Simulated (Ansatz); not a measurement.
KCl (Sylvite):

```
K Cl
1.0
     0.00000    3.14647    3.14647
     3.14647    0.00000    3.14647
     3.14647    3.14647    0.00000
K Cl
1 1
Direct
  0.00000 0.00000 0.00000
  0.50000 0.50000 0.50000
```

Base run:

```yaml
Program: Ansatz 0.2.0
Functional: PBEsol
Potentials_or_basis: all-electron PAW datasets made for the crystal
Cutoff: 220 eV
Density_cutoff: 880 eV
k_mesh: 7 × 7 × 7
Occupations: fermi-dirac, width 0.05 eV
Spin: no spin polarisation
```

Its results: band gap on the k mesh 5.03 eV, direct; pressure -0.4 GPa.

The run is repeated on the same cell with these changes: potentials or basis from all-electron PAW datasets made for the crystal to all-electron LAPW, non-relativistic; cutoff from 220 eV to 140 eV; density cutoff from 880 eV to 559 eV. What comes out?

Band gap on the k mesh 5.11 eV, direct; pressure -0.4 GPa.

Not every run made on this cell is shown here.
